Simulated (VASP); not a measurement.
# Hf (P6_3/mmc) in VASP: notebook

The runs below take Hf through relaxation of cell and atoms, with PBEsol.

Everything below comes from runs of VASP 6.6.1. Logs are shortened: lines on timing, memory, paths and dates and some standing lists are left out, and cuts for length are marked.

## Step 1: Starting point

The structure is hexagonal, space group P6_3/mmc (No. 194). The conventional cell has a = 3.197 Å, b = 3.197 Å, c = 5.058 Å, α = 90.00°, β = 90.00°, γ = 120.00°. Around Hf (site symmetry -6m2) lie 12 Hf at 3.13 to 3.20 Å.

## Step 2: Relaxation of cell and atoms, PBEsol

Input file INCAR:

```
PREC = Accurate ; ENCUT = 520
EDIFF = 1E-7 ; ISMEAR = 0
SIGMA = 0.1 ; LREAL = F
LASPH = T ; NELM = 100
ALGO = Normal ; ISIF = 3
LWAVE = F ; LCHARG = F
GGA = PS ; IBRION = 2
NSW = 80 ; EDIFFG = -0.002
```

Input file KPOINTS:

```
Automatic mesh
0
Gamma
  15 15 8
```

Input file POSCAR:

```
Hf
1.0
    3.1967000000      0.0000000000      0.0000000000
   -1.5983500000      2.7684234100      0.0000000000
    0.0000000000      0.0000000000      5.0578000000
Hf
2
Direct
    0.3333333300      0.6666666700      0.2500000000
    0.6666666700      0.3333333300      0.7500000000
```

Potentials or basis: VASP PAW PBE potentials, release 64 (Hf_pv).

Command:

```sh
$ cat potpaw_PBE.64/Hf_pv/POTCAR > POTCAR
$ mpirun -np 1 vasp_std > vasp.out
```

OUTCAR:

```text
PREC = Accurate
   ENCUT = 520
   EDIFF = 1E-7
   ISMEAR = 0
   LREAL = F
   LASPH = T
   NELM = 100
   ISIF = 3
   GGA = PS
   IBRION = 2
   NSW = 80
   EDIFFG = -0.002

 ion  position               nearest neighbor table
   1  0.333  0.667  0.250-   2 3.13   2 3.13   2 3.13   2 3.13   2 3.13   2 3.13
   2  0.667  0.333  0.750-   1 3.13   1 3.13   1 3.13   1 3.13   1 3.13   1 3.13

  LATTYP: Found a hexagonal cell.
 ALAT       =     3.1967000000
 C/A-ratio  =     1.5821941377

  Lattice vectors:

 A1 = (   3.1967000000,   0.0000000000,   0.0000000000)
 A2 = (  -1.5983500000,   2.7684234100,   0.0000000000)
 A3 = (   0.0000000000,   0.0000000000,   5.0578000000)

Analysis of symmetry for initial positions (statically):
=====================================================================
 Subroutine PRICEL returns:
 Original cell was already a primitive cell.

 Routine SETGRP: Setting up the symmetry group for a
 hexagonal supercell.

 Subroutine GETGRP returns: Found 24 space group operations
 (whereof 12 operations were pure point group operations)
 out of a pool of 24 trial point group operations.

The static configuration has the point symmetry D_3d.
 The point group associated with its full space group is D_6h.

Analysis of symmetry for dynamics (positions and initial velocities):
=====================================================================
 Subroutine PRICEL returns:
 Original cell was already a primitive cell.

 Routine SETGRP: Setting up the symmetry group for a
 hexagonal supercell.

 Subroutine GETGRP returns: Found 24 space group operations
 (whereof 12 operations were pure point group operations)
 out of a pool of 24 trial point group operations.

The dynamic configuration has the point symmetry D_3d.
 The point group associated with its full space group is D_6h.

 Subroutine INISYM returns: Found 24 space group operations
 (whereof 12 operations are pure point group operations),
 and found     1 'primitive' translations

----------------------------------------------------------------------------------------

                                     Primitive cell

  volume of cell :      44.7606

  direct lattice vectors                    reciprocal lattice vectors
     3.196700000  0.000000000  0.000000000     0.312822598  0.180608211  0.000000000
    -1.598350000  2.768423410  0.000000000     0.000000000  0.361216422  0.000000000
     0.000000000  0.000000000  5.057800000     0.000000000  0.000000000  0.197714421

  length of vectors
     3.196700000  3.196700001  5.057800000     0.361216423  0.361216422  0.197714421

  position of ions in fractional coordinates (direct lattice)
     0.333333330  0.666666670  0.250000000
     0.666666670  0.333333330  0.750000000

  ion indices of the primitive-cell ions
   primitive index   ion index
                 1           1
                 2           2

----------------------------------------------------------------------------------------

 KPOINTS: Automatic mesh

Automatic generation of k-mesh.
 Grid dimensions read from file:
 generate k-points for:   15   15    8

 Generating k-lattice:

  Cartesian coordinates                     Fractional coordinates (reciprocal lattice)
     0.020854840  0.012040547  0.000000000     0.066666667 -0.000000000  0.000000000
     0.000000000  0.024081095  0.000000000     0.000000000  0.066666667  0.000000000
     0.000000000  0.000000000  0.024714303     0.000000000  0.000000000  0.125000000

  Length of vectors
     0.024081095  0.024081095  0.024714303

  Shift w.r.t. Gamma in fractional coordinates (k-lattice)
     0.000000000  0.000000000  0.000000000

 Subroutine IBZKPT returns following result:
 ===========================================

 Found    135 irreducible k-points:

 Following reciprocal coordinates:
            Coordinates               Weight
  0.000000  0.000000  0.000000      1.000000
  0.066667 -0.000000  0.000000      6.000000
  0.133333 -0.000000  0.000000      6.000000
  0.200000 -0.000000  0.000000      6.000000
  0.266667 -0.000000  0.000000      6.000000
  0.333333 -0.000000  0.000000      6.000000
[... 16 lines left out ...]
  0.333333  0.200000  0.000000     12.000000
  0.400000  0.200000  0.000000      6.000000
 [... further k-points ...]
   k-points           NKPTS =    135   k-points in BZ     NKDIM =    135   number of bands    NBANDS=     14
   number of dos      NEDOS =    301   number of ions     NIONS =      2
   total plane-waves  NPLWV =  23040
   dimension x,y,z NGX =    24 NGY =   24 NGZ =   40
   dimension x,y,z NGXF=    48 NGYF=   48 NGZF=   80
   ions per type =               2
   NGX,Y,Z   is equivalent  to a cutoff of  12.48, 12.48, 13.15 a.u.
   NGXF,Y,Z  is equivalent  to a cutoff of  24.96, 24.96, 26.30 a.u.
 SYSTEM =  unknown system
   PREC   = accura    normal or accurate (medium, high low for compatibility)
   ISTART =      0    job   : 0-new  1-cont  2-samecut
   ICHARG =      2    charge: 1-file 2-atom 10-const
   ISPIN  =      1    spin polarized calculation?
   LNONCOLLINEAR =      F non collinear calculations
   LSORBIT =      F    spin-orbit coupling
   LASPH  =      T    aspherical Exc in radial PAW
   ENCUT  =  520.0 eV  38.22 Ry    6.18 a.u.   5.94  5.94  9.40*2*pi/ulx,y,z
   NELM   =    100;   NELMIN=  2; NELMDL= -5     # of ELM steps
   EDIFF  = 0.1E-06   stopping-criterion for ELM
   LREAL  =      F    real-space projection
   EDIFFG = -.2E-02   stopping-criterion for IOM
   NSW    =     80    number of steps for IOM
   IBRION =      2    ionic relax: 0-MD 1-quasi-New 2-CG
   NFREE  =      1    steps in history (QN), initial steepest desc. (CG)
   ISIF   =      3    stress and relaxation
   ISYM   =      2    0-nonsym 1-usesym 2-fastsym
   POTIM  = 0.5000    time-step for ionic-motion
   TEBEG  =    0.0;   TEEND  =   0.0 temperature during run
   PSTRESS=    0.0 pullay stress
   NELECT =      20.0000    total number of electrons
   NUPDOWN=      -1.0000    fix difference up-down
   EMIN   =  10.00;   EMAX   =-10.00  energy-range for DOS
   EFERMI =   0.00;   METHOD = LEGACY
   ISMEAR =     0;   SIGMA  =   0.10  broadening in eV -4-tet -1-fermi 0-gaus
   EFERMI_NEDOS =   21; number of points for ismear=-14 and -15
   IALGO  =     38    algorithm
   IMIX   =      4    mixing-type and parameters
     AMIX     =   0.40;   BMIX     =  1.00
     AMIX_MAG =   1.60;   BMIX_MAG =  1.00
  volume/ion in A,a.u.               =      22.38       151.03
  Fermi-wavevector in a.u.,A,eV,Ry     =   1.251563  2.365112 21.312311  1.566411
  Thomas-Fermi vector in A             =   2.385505
   LORBIT       =      0    0 simple, 1 ext, 2 COOP (PROOUT), +10 PAW based schemes
   GGA     = PS    functional components
   LHFCALC =     F    Hartree Fock is set to
   AEXX    =    0.0000 exact exchange contribution
   IVDW    =     0    specifies the selected vdW correction
   LEPSILON=     F    determine dielectric tensor
   LRPA    =     F    only Hartree local field effects (RPA)
 conjugate gradient relaxation of ions
 non-spin polarized calculation
 Gauss-broadening in eV      SIGMA  =   0.10
  energy-cutoff  :      520.00
  volume of cell :       44.76
 maximum number of plane-waves:      1236
 NGX is ok and might be reduce to    24
   NGX = 11   NGY = 11   NGZ = 19

--------------------------------------- Ionic step        1  -------------------------------------------

 number of electron      20.0000004 magnetization

 Free energy of the ion-electron system (eV)
  ---------------------------------------------------
  ext. energy  EPLUGINS =         0.00000000
  ---------------------------------------------------
  free energy    TOTEN  =       -20.98803721 eV

  energy without entropy =      -20.98060148  energy(sigma->0) =      -20.98431934

------------------------ aborting loop because EDIFF is reached ----------------------------------------

  FORCE on cell =-STRESS in cart. coord.  units (eV):
  Direction    XX          YY          ZZ          XY          YZ          ZX
  --------------------------------------------------------------------------------------
  -------------------------------------------------------------------------------------
  Total       -1.1299573     -1.1299573     -1.2090377      0.0000000      0.0000000     -0.0000000
  in kB      -40.4460937    -40.4460938    -43.2767256      0.0000000      0.0000000     -0.0000000
  external PRESSURE =     -41.3896377 kB  Pullay stress =       0.0000000 kB
[... 201 lines left out ...]
  energy  without entropy=      -21.0030555959  energy(sigma->0) =      -21.00676346

--------------------------------------- Ionic step        7  -------------------------------------------

 number of electron      19.9999996 magnetization

 Free energy of the ion-electron system (eV)
  ---------------------------------------------------
  ext. energy  EPLUGINS =         0.00000000
  ---------------------------------------------------
  free energy    TOTEN  =       -21.01047407 eV

  energy without entropy =      -21.00307560  energy(sigma->0) =      -21.00677483

 E-fermi :   5.0300     XC(G=0): -11.5660

 val. band max:        5.0196825985   @ k =   0.0667   0.0667   0.1250
 cond. band min:       5.0441028628   @ k =   0.0667  -0.0000   0.5000
 fundamental gap:      0.0244202643
 Fermi energy:         5.0299588302

 k-point     1 :       0.0000    0.0000    0.0000
  band No.  band energies     occupation
      1     -25.9889      2.00000
      2     -25.1377      2.00000
      3     -25.1377      2.00000
      4     -24.9942      2.00000
      5     -24.9912      2.00000
      6     -24.9912      2.00000
      7      -2.4932      2.00000
      8       1.1922      2.00000
      9       5.8474      0.00000
     10       6.1952      0.00000
     11       6.1952      0.00000
     12       6.5073      0.00000
     13       7.0632      0.00000
     14       7.0632      0.00000
[... 375 lines left out ...]
 k-point    24 :       0.4000    0.2000    0.0000
  band No.  band energies     occupation
      1     -25.7220      2.00000
      2     -25.5565      2.00000
      3     -25.5020      2.00000
      4     -25.4525      2.00000
      5     -25.3021      2.00000
      6     -25.2387      2.00000
      7       2.4096      2.00000
      8       2.7359      2.00000
      9       2.9716      2.00000
     10       3.8269      2.00000
     11       5.3964      0.00000
     12       5.7043      0.00000
     13       6.9522      0.00000
     14      10.3020      0.00000

 [... further k-points ...]

------------------------ aborting loop because EDIFF is reached ----------------------------------------

  FORCE on cell =-STRESS in cart. coord.  units (eV):
  Direction    XX          YY          ZZ          XY          YZ          ZX
  --------------------------------------------------------------------------------------
  -------------------------------------------------------------------------------------
  Total       -0.0006236     -0.0006236      0.0002737      0.0000000      0.0000000      0.0000000
  in kB       -0.0231935     -0.0231935      0.0101814      0.0000000      0.0000000      0.0000000
  external PRESSURE =      -0.0120685 kB  Pullay stress =       0.0000000 kB
[... 17 lines left out ...]
  FREE ENERGIE OF THE ION-ELECTRON SYSTEM (eV)
  ---------------------------------------------------
  free  energy   TOTEN  =       -21.0104740679 eV

  energy  without entropy=      -21.0030756000  energy(sigma->0) =      -21.00677483

 reached required accuracy - stopping structural energy minimisation
```

It took 1.7 min on 1 thread of Intel Xeon 6975P-C (Granite Rapids), shared host; peak memory 0.22 GiB.

Results:

```yaml
Free_energy: -21.0105 eV
Relaxed_volume: 21.54 Å³/atom
Relaxed_cell: a = 3.158 Å, b = 3.158 Å, c = 4.988 Å, α = 90.00°, β = 90.00°, γ = 120.00°
Space_group_after_relaxing_to_0.05_Å: P6_3/mmc (No. 194)
Energy_gained_by_relaxing: 11.2 meV/atom
Ionic_steps: 7
Pressure_after_relaxing: 0.0 GPa
Band_gap_on_the_k_mesh: none (metal or under the smearing width)
```

Step by step:
| step | energy change (eV) | largest force (eV/Å) | pressure (GPa) | volume (Å³) |
| --- | --- | --- | --- | --- |
| 1 | 0.0000 | 0.0000 | -4.14 | 44.76 |
| 2 | 0.0117 | 0.0000 | 5.80 | 41.12 |
| 3 | -0.0224 | 0.0000 | -0.04 | 43.09 |
| 4 | -0.0224 | 0.0000 | 0.05 | 43.06 |
| 5 | -0.0224 | 0.0000 | -0.05 | 43.09 |
| 6 | -0.0224 | 0.0000 | -0.02 | 43.08 |
| 7 | -0.0224 | 0.0000 | 0.00 | 43.08 |

Final structure:
```yaml
crystal:
  lattice:
    - [3.15796, 0.00000, 0.00000]
    - [-1.57898, 2.73487, 0.00000]
    - [0.00000, 0.00000, 4.98761]
  atoms:
    - { symbol: Hf, position: [0.33333, 0.66667, 0.25000] }
    - { symbol: Hf, position: [0.66667, 0.33333, 0.75000] }
```

Caveat: the PAW data sets were made with another functional, which shifts forces and pressure a little. The run has no spin-orbit coupling, so splittings on Hf are missing.

## Step 3: Relaxation of cell and atoms, PBEsol

This run uses another cell than the first one, of 21.54 Å³/atom, 0.962 times its volume.

INCAR is that of step 2.

KPOINTS is that of step 2.

Input file POSCAR:

```
Hf                                      
1.0
    3.1579605584     -0.0000000000     -0.0000000000
   -1.5789802792      2.7348740694     -0.0000000000
    0.0000000000      0.0000000000      4.9876110779
  Hf            
     2
Direct
     0.3333333300000021    0.6666666699999979    0.2500000000000000
     0.6666666699999979    0.3333333300000021    0.7500000000000000
```

Potentials or basis: VASP PAW PBE potentials, release 64 (Hf_pv).

Command:

```sh
$ cat potpaw_PBE.64/Hf_pv/POTCAR > POTCAR
$ mpirun -np 1 vasp_std > vasp.out
```

OUTCAR:

```text
PREC = Accurate
   ENCUT = 520
   EDIFF = 1E-7
   ISMEAR = 0
   LREAL = F
   LASPH = T
   NELM = 100
   ISIF = 3
   GGA = PS
   IBRION = 2
   NSW = 80
   EDIFFG = -0.002

 ion  position               nearest neighbor table
   1  0.333  0.667  0.250-   2 3.09   2 3.09   2 3.09   2 3.09   2 3.09   2 3.09
   2  0.667  0.333  0.750-   1 3.09   1 3.09   1 3.09   1 3.09   1 3.09   1 3.09

  LATTYP: Found a hexagonal cell.
 ALAT       =     3.1579605584
 C/A-ratio  =     1.5793772549

  Lattice vectors:

[... 592 lines left out ...]
     10       3.8269      2.00000
     11       5.3964      0.00000
     12       5.7043      0.00000
     13       6.9522      0.00000
     14      10.3020      0.00000

 [... further k-points ...]
[... 5 lines left out ...]
  --------------------------------------------------------------------------------------
  -------------------------------------------------------------------------------------
  Total       -0.0010410     -0.0010410     -0.0007943     -0.0000000      0.0000000     -0.0000000
  in kB       -0.0387199     -0.0387199     -0.0295429     -0.0000000      0.0000000     -0.0000000
  external PRESSURE =      -0.0356609 kB  Pullay stress =       0.0000000 kB

 VOLUME and BASIS-vectors are now :
 -----------------------------------------------------------------------------
  energy-cutoff  :      520.00
  volume of cell :       43.08
      direct lattice vectors                 reciprocal lattice vectors
     3.157960558  0.000000000  0.000000000     0.316660066  0.182823774  0.000000000
    -1.578980279  2.734874069  0.000000000     0.000000000  0.365647549  0.000000000
     0.000000000  0.000000000  4.987611078     0.000000000  0.000000000  0.200496788

 POSITION                                       TOTAL-FORCE (eV/Angst)
 -----------------------------------------------------------------------------------
     -0.00000      1.82325      1.24690        -0.000000      0.000000      0.000000
      1.57898      0.91162      3.74071         0.000000     -0.000000      0.000000
 -----------------------------------------------------------------------------------
    total drift:                               -0.000002      0.000001     -0.000000

  FREE ENERGIE OF THE ION-ELECTRON SYSTEM (eV)
  ---------------------------------------------------
  free  energy   TOTEN  =       -21.0102233924 eV

  energy  without entropy=      -21.0028247250  energy(sigma->0) =      -21.00652406

 reached required accuracy - stopping structural energy minimisation
```

CONTCAR:

```text
Hf
   1.00000000000000
     3.1579605584000001    0.0000000000000000    0.0000000000000000
    -1.5789802792000001    2.7348740694000000    0.0000000000000000
     0.0000000000000000    0.0000000000000000    4.9876110778999996
  Hf
     2
Direct
     0.3333333300000021    0.6666666699999979    0.2500000000000000
     0.6666666699999979    0.3333333300000021    0.7500000000000000

  0.00000000E+00  0.00000000E+00  0.00000000E+00
  0.00000000E+00  0.00000000E+00  0.00000000E+00
```

It took 27 s on 1 thread of Intel Xeon 6975P-C (Granite Rapids), shared host; peak memory 0.21 GiB.

Results:

```yaml
Free_energy: -21.0102 eV
Pressure_after_relaxing: 0.0 GPa
Band_gap_on_the_k_mesh: none (metal or under the smearing width)
```

Final structure:
```yaml
crystal:
  lattice:
    - [3.15796, 0.00000, 0.00000]
    - [-1.57898, 2.73487, 0.00000]
    - [0.00000, 0.00000, 4.98761]
  atoms:
    - { symbol: Hf, position: [0.33333, 0.66667, 0.25000] }
    - { symbol: Hf, position: [0.66667, 0.33333, 0.75000] }
```

Caveat: the relaxation stopped at its first step, so nothing moved; the PAW data sets were made with another functional, which shifts forces and pressure a little.
